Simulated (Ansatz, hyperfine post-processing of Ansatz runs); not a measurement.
# Li3FePCO7: isotropic lines and sites in a paramagnetic 7Li spectrum

Calculated values: DFT, PBEsol+U, plane-wave PAW, default files (PAW set soft_2), collinear spin, scalar-relativistic (Ansatz), contact and point-dipole shifts scaled to 330 K with Θ = 0 K (a pure Curie law); spin-only moments, above the ordering temperature.

```xyz
26
Lattice="5.0391 0.0000 0.0000 0.0000 6.4501 0.0000 -1.0129 0.0000 8.5068" Properties=species:S:1:pos:R:3 pbc="T T T"
Fe    0.7354    1.6125    2.8218
Fe    3.2908    4.8376    5.6851
P     0.9239    4.8376    3.4881
P     3.1023    1.6125    5.0187
O     3.5397    2.8235    5.9041
O     3.5397    0.4016    5.9041
O     0.4866    3.6266    2.6027
O     0.4866    6.0485    2.6027
O     1.1538    1.6125    7.6583
O     2.8724    4.8376    0.8485
O     2.4745    4.8376    3.6580
O     1.5518    1.6125    4.8488
O     1.6060    4.8376    7.1142
O     2.4203    1.6125    1.3926
O     0.3843    1.6125    0.5285
O     3.6420    4.8376    7.9783
O     3.7698    1.6125    3.6383
O     0.2564    4.8376    4.8685
C     1.6539    1.6125    0.3356
C     2.3723    4.8376    8.1712
Li    0.6440    0.0928    6.1716
Li    3.3823    6.3573    2.3353
Li    0.6440    3.1322    6.1716
Li    3.3823    3.3179    2.3353
Li    0.8821    4.8376    0.8767
Li    3.1442    1.6125    7.6301
```

7Li MAS at 11.7 T (193.6 MHz), 60 kHz, 330 K; contact and dipolar shift alone, no orbital or quadrupolar part; lines under 1.5 % of the strongest are left out. Lines of the NMR spectrum (strongest = 100):

| position (ppm) | intensity |
| --- | --- |
| -937.6 | 1.7 |
| -627.7 | 9.2 |
| -422.9 | 6.0 |
| -317.8 | 57 |
| -113.0 | 15 |
| -7.9 | 100 |
| 196.9 | 64 |
| 302.0 | 38 |
| 506.8 | 24 |
| 611.9 | 16 |
| 816.7 | 2.7 |
| 921.8 | 2.9 |

**Question.** Which lines are isotropic ones rather than spinning sidebands, and which Li atoms give them?

Sidebands are spaced by 310 ppm (the spinning rate over the resonance of 193.6 MHz). An isotropic line need not be the tallest: it is the area-weighted centre of its own family of sidebands, and the one that stays put when the rate is changed. Isotropic shifts: -8 ppm for atom 21 and the 3 atoms equivalent to it (3 Fe through links of 87 to 93° (3) and 114° (1)), reduced anisotropy 690 ppm; 197 ppm for atom 25 and the 1 atom equivalent to it (3 Fe through links of 128° (2) and 147° (1)), reduced anisotropy -588 ppm. The families' total areas stand as 2:1, which settles the match.

[Logs are printed without paths, hosts, clocks, repeated set-up lines and the standing remarks that a program may print on its own settings, such as how far it seeks lower states.]

[Hosts, paths, dates, database ids (printed as entryN), source tags and the programs' standing remarks are cut or masked in the printed files.]
